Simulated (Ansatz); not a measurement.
Crystal: Sn.

```xyz
1
Lattice="-1.7265 1.7755 2.3383 1.7265 -1.7755 2.3383 1.7265 1.7755 -2.3383" Properties=species:S:1:pos:R:3 pbc="T T T"
Sn    0.0000    0.0000    0.0000
```

This isn't the form of Sn at room conditions, which is tetragonal (white tin).

```yaml
Program: Ansatz 0.2.0
Task: relaxation of cell and atoms
Functional: BLYP
Dispersion: D3(BJ)
Potentials_or_basis: Ansatz PAW
Cutoff: "420 eV (not typed: the program's choice for these potentials)"
k_mesh: 11 × 11 × 11
Occupations: fermi-dirac, width 0.05 eV
Spin: no spin polarisation
```

At the start: volume 28.67 Å³/atom.

Task: Where does the relaxation end?

Result: It ends after 6 steps and the volume is 27.64 Å³/atom (-3.6 %); space group I4/mmm (No. 139, to 0.05 Å).

The path:
| step | energy change (eV) | largest force (eV/Å) | volume (Å³) |
| --- | --- | --- | --- |
| 1 | 0.0000 | 0.0000 | 28.67 |
| 2 | -0.0082 | 0.0000 | 27.64 |
| 3 | -0.0088 | 0.0000 | 27.56 |
| 4 | -0.0089 | 0.0000 | 27.63 |
| 5 | -0.0090 | 0.0000 | 27.64 |
| 6 | -0.0088 | 0.0000 | 27.64 |

Final structure:
```
Sn
1.0
    -1.71502    1.71498    2.34915
     1.71502   -1.71498    2.34915
     1.71502    1.71498   -2.34915
Sn
1
Cartesian
  0.0000 0.0000 0.0000
```

Caveat: the plane-wave basis is chosen anew once the cell has moved, so the energies of steps on either side of that aren't comparable; pairwise dispersion overbinds metals, which lowers pressure and volume; the PAW data sets come from PBE, with cores solved anew for the run's functional, which leaves a small shift of forces and pressure.
